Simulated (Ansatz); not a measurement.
GeTe (alpha-GeTe type, space group R3m)

```xyz
2
Lattice="2.1136 1.2203 3.6400 -2.1136 1.2203 3.6400 0.0000 -2.4405 3.6400" Properties=species:S:1:pos:R:3 pbc="T T T"
Ge     0.0000     0.0000     2.5580
Te     0.0000     0.0000     8.3621
```

The relaxed cell is deformed in two ways at once: its volume V is scaled, and at that volume it is stretched along z (the c axis of the conventional cell) so that c/a changes. Fractional atomic positions are held.

The numbers are results of PBE (plane waves to 420 eV, PAW, scalar-relativistic; Ansatz, a quantum-chemistry and plane-wave program), not measurements. k mesh 10×10×10 (Γ-centred), Fermi-Dirac smearing 0.05 eV. E stands for the smeared free energy. As the atoms are clamped, bonds stretch with the cell, which overstates energies and stresses. As the smearing reaches across the gap at some points, the response to shear is sensitive to the k mesh, so small differences along c/a are uncertain. GeTe was relaxed with its symmetry unable to fall. Spin-orbit coupling is left out, though Te is heavy. The PAW data are Ansatz's earlier set. ΔE is measured from the relaxed starting cell.

Q: Predict the ΔE (eV/atom) at all points of the grid V/V₀ = 0.960, 0.973, 0.987, 1.000, 1.013, 1.027, 1.040 by (c/a)/(c/a)₀ = 0.920, 0.947, 0.973, 1.000, 1.027, 1.053, 1.080.

A: ΔE (eV/atom), with V/V₀ across and (c/a)/(c/a)₀ down:

```
(c/a)/(c/a)₀ \ V/V₀  0.960  0.973  0.987  1.000  1.013  1.027  1.040
-------------------  -----  -----  -----  -----  -----  -----  -----
0.920                0.020  0.017  0.016  0.016  0.018  0.021  0.025
0.947                0.012  0.009  0.007  0.007  0.008  0.011  0.015
0.973                0.008  0.004  0.002  0.002  0.003  0.005  0.009
1.000                0.007  0.003  0.001  0.000  0.001  0.003  0.006
1.027                0.010  0.005  0.003  0.002  0.002  0.004  0.007
1.053                0.015  0.011  0.008  0.006  0.006  0.008  0.011
1.080                0.024  0.019  0.016  0.014  0.014  0.015  0.017
```

(Under strain, the slope of the energy per volume gives the stress and its curvature an elastic modulus.)
